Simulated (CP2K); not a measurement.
# Ir under changes of volume

One of the cells (14.059 Å³/atom); the others are scaled copies at fixed shape and fractional positions:

```xyz
1
Lattice="2.7091 0.0000 0.0000 1.3545 2.3461 0.0000 1.3545 0.7820 2.2119" Properties=species:S:1:pos:R:3 pbc="T T T"
Ir    0.0000    0.0000    0.0000
```

```yaml
Program: CP2K 2026.2
Functional: PBEsol
Potentials_or_basis: POTENTIAL_UZH Ir GTH-PBE-q17; TZVP-MOLOPT-PBE-GTH basis
Density_cutoff: 6123 eV
k_mesh: 12 × 12 × 12
Occupations: fermi-dirac, width 0.05 eV
Spin: no spin polarisation
```

```tsv
volume (Å³/atom)	energy over the lowest point (meV/atom)	pressure (GPa)
13.215	59.82	26.2
13.496	?	?
13.778	3.99	6.5
14.059	0.00	-1.7
14.340	9.58	-9.0
14.621	31.17	-15.4
14.902	63.38	-21.1
```

Q: What does the run at 13.496 Å³/atom give?

A: Energy over the lowest point 23.28 meV/atom; pressure 15.8 GPa.

Worked out: A Birch-Murnaghan fit of order 3 (a polynomial in V^(-2/3)) to the other rows has its minimum at 14.00 Å³/atom with B0 = V·E''(V) = 394 GPa and B' = 5.0. It gives 23.31 meV/atom at 13.496 Å³/atom, against the run's 23.28, and -dE/dV = 15.7 GPa, against 15.8.

Energies are extrapolated to zero smearing.

Caveats: the potentials were made for another functional, which shifts forces and pressure; the basis of atomic orbitals isn't converged, which shifts pressures, moduli and gaps.
